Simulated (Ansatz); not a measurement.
Runs of Ansatz 0.2.0 on GaAs. It takes space group F-43m (No. 216, cubic). Conventional cell: a = 5.654 Å, b = 5.654 Å, c = 5.654 Å, α = 90.00°, β = 90.00°, γ = 90.00°. Around As (site symmetry -43m) lie 4 Ga at 2.45 Å. Ga (site symmetry -43m) is surrounded by 4 As at 2.45 Å. 

```tsv
task	level	potentials or basis	cell	k mesh	cutoff (eV)	smearing	q mesh	points for each segment of the path	other keys	gap on the mesh (eV)	pressure (GPa)
single point	PBE	Ansatz PAW	as given	8 × 8 × 8	420	fermi-dirac 0.05 eV	-	-	-	0.52	3.3
single point	PBE	Ansatz PAW	atoms moved at random, drawn with an rms of 0.05 Å	8 × 8 × 8	420	fermi-dirac 0.05 eV	-	-	-	0.20	3.6
projected density of states	r2SCANh+D4	Ansatz PAW polarizable	as given	5 × 5 × 5	500	methfessel-paxton 0.1 eV	-	-	-	(a)	(b)
phonons	PBE+D4	Ansatz PAW	as given	6 × 6 × 6	420	fixed	2 × 2 × 2	8	scf.lower_state_search = standard; hamiltonian.dispersion = d4	0.51	-
```

Alike in all rows: no spin polarisation.

Question: Fill in the values left out.

Answer: (a) 1.52; (b) -1.0.

Caveats: odd divisions of the mesh miss points on the zone boundary, where band edges often lie, so the gap on the mesh can be too wide (some runs); the PAW data sets come from PBE, with cores solved anew for the run's functional, which leaves a small shift of forces and pressure (some runs); the thresholds are loose for stress (some runs); the gap is small at this level, which inflates the dielectric constant (some runs).

A k mesh can miss the band edges, and the runs leave out spin-orbit coupling on As, Ga.
